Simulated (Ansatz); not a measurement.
BN (Fmm2), γ-surface

These are results of DFT PBE+D3(BJ), scalar-relativistic, plane waves, PAW (Ansatz 0.2.0), not measurements. The runs took a 420 eV cutoff, a Γ-centred 7×9×3 mesh and Gaussian smearing (0.05 eV). No spin polarisation. Energies are free energies at this smearing, counted from the undisturbed cell; pressure is positive in compression.

Zero of the scan (relaxed at this level; this form isn't the usual structure):

```xyz
8
Lattice="1.2538 -3.3395 0.0000 2.5077 0.0000 0.0000 0.0000 0.0000 8.6753" Properties=species:S:1:pos:R:3 pbc="T T T"
B     0.0000    0.0000    8.3140
B     1.2538    0.0000    1.8075
B     0.0000    0.0000    3.9764
B     1.2538    0.0000    6.1452
N     0.0000    0.0000    2.5297
N     1.2538    0.0000    4.6985
N     0.0000    0.0000    6.8674
N     1.2538    0.0000    0.3609
```

Vector c is tilted by p·a + q·b with the atoms' Cartesian places fixed: one unrelaxed fault a cell on a (0 0 1) plane of area 8.37 Å². Points are written (p, q).

Energy above the undisturbed cell in mJ/m² (a dash: not computed):

| p \ q | 0.000 | 0.167 | 0.333 | 0.500 | 0.667 | 0.833 |
| --- | --- | --- | --- | --- | --- | --- |
| 0.000 | 0 | 7247 | 39318 | – | 39318 | 7247 |
| 0.167 | 2684 | 9406 | 22499 | 22499 | 9406 | 2684 |
| 0.333 | ? | 7383 | 7487 | 7383 | ? | ? |
| 0.500 | 9946 | ? | ? | 9946 | ? | ? |
| 0.667 | ? | ? | ? | 7383 | 7487 | 7383 |
| 0.833 | 2684 | 2684 | 9406 | 22499 | 22499 | 9406 |

(1) Fill in the withheld energies.

Results:

(1) (0.333, 0.000): 7431; (0.333, 0.667): 7431; (0.333, 0.833): 7483; (0.500, 0.167): 9851; (0.500, 0.333): 9851; (0.500, 0.667): 9851; (0.500, 0.833): 9851; (0.667, 0.000): 7431; (0.667, 0.167): 7483; (0.667, 0.333): 7431.

Cost: 12 runs of about 1.4 core-minutes in all, on Intel Xeon 6975P-C (Granite Rapids) (shared hosts).